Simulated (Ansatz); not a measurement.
Crystal: Bi2Te2Se.

```xyz
5
Lattice="2.1610 1.2476 10.5856 -2.1610 1.2476 10.5856 0.0000 -2.4953 10.5856" Properties=species:S:1:pos:R:3 pbc="T T T"
Bi    0.0000    0.0000   12.4398
Bi    0.0000    0.0000   19.3169
Te    0.0000    0.0000   24.7831
Te    0.0000    0.0000    6.9736
Se    0.0000    0.0000    0.0000
```

The cell is a database's computed one.

Base run:

| Quantity | Value |
| --- | --- |
| Program | Ansatz 0.2.0 |
| Functional | PBE0 |
| Potentials or basis | Ansatz PAW |
| Cutoff | 420 eV (not typed: the program's choice for these potentials) |
| k mesh | 6 × 6 × 6 |
| Occupations | fermi-dirac, width 0.05 eV |
| Spin | no spin polarisation |

Its results: band gap on the k mesh 1.41 eV, direct; pressure -0.7 GPa; largest force 0.193 eV/Å.

**Question.** The run is repeated on the same cell with these changes: functional from PBE0 to HSE06. What comes out?

**Answer.** Band gap on the k mesh 0.89 eV, direct; pressure -0.7 GPa; largest force 0.174 eV/Å.

Caveats: spin-orbit coupling is left out, which as a rule narrows the gap of such compounds by several tenths of an eV; the PAW data sets come from PBE, with cores solved anew for the run's functional, which leaves a small shift of forces and pressure; the thresholds are loose for stress.
